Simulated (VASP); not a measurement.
A run of VASP 6.6.1 is set up as follows.

Contents of POSCAR:

```
Mg
1.0
    1.7737339958     -5.6266486271      0.0000000000
    1.7737339958      5.6266486271      0.0000000000
    0.0000000000      0.0000000000      4.6942325689
Mg
4
Direct
    0.0980000000      0.9020000000      0.9100000000
    0.5980000000      0.4020000000      0.5900000000
    0.9020000000      0.0980000000      0.0900000000
    0.4020000000      0.5980000000      0.4100000000
```

File INCAR.step1:

```
PREC = Accurate ; ENCUT = 520
ISMEAR = 0 ; SIGMA = 0.1
LREAL = False ; LASPH = True
NELM = 100 ; NBANDS = 12
GGA = PE ; ALGO = Normal
EDIFF = 1E-4 ; LWAVE = True
LCHARG = False
```

File INCAR.step2:

```
PREC = Accurate ; ENCUT = 520
EDIFF = 1E-7 ; ISMEAR = 0
SIGMA = 0.1 ; LREAL = False
LASPH = True ; NELM = 100
ALGO = Normal ; ISIF = 2
LWAVE = False ; LCHARG = False
METAGGA = R2SCAN ; LMIXTAU = True
NBANDS = 12 ; ISTART = 1
```

The input KPOINTS:

```
Automatic mesh
0
Gamma
  6 6 4
```

Potentials or basis: VASP PAW PBE potentials, release 64 (Mg).

Launch:

```console
$ cat potpaw_PBE.64/Mg/POTCAR > POTCAR
$ cp INCAR.step1 INCAR
$ mpirun -np 1 vasp_std > vasp.out
$ cp INCAR.step2 INCAR
$ mpirun -np 1 vasp_std > vasp.out
```

(1) Estimate the band gap on the k mesh.

(2) What does it give for the largest force?

(3) Predict the pressure.

## Answers

(1) none (metal or under the smearing width).

(2) 4.354 eV/Å.

(3) 17.1 GPa.

Caveat: so large a pressure means that the cell lies far from this level's equilibrium, or that cutoff or potentials fall short; the potentials were made for another functional, which shifts forces and pressure.
